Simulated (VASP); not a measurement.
NaF (Villiaumite):

```
CELL_PARAMETERS angstrom
0.00000 2.32000 2.32000
2.32000 0.00000 2.32000
2.32000 2.32000 0.00000
ATOMIC_POSITIONS crystal
Na 0.00000 0.00000 0.00000
F 0.50000 0.50000 0.50000
```

Program: VASP 6.6.1. Alike in all runs: task band structure; potentials or basis VASP PAW PBE potentials, release 64 (Na_pv, F); no spin polarisation; cell as given; k mesh 8 × 8 × 8; cutoff (eV) 520; smearing gaussian 0.02 eV.

Q: Order these runs on this cell by their band gap on the k mesh, lowest first.
A. level HSE03
B. level PBE0; exchange at q = 0 truncated
C. level HSE06; screening parameter 0.2 1/A

A: A (8.15 eV), C (8.45 eV), B (9.20 eV).
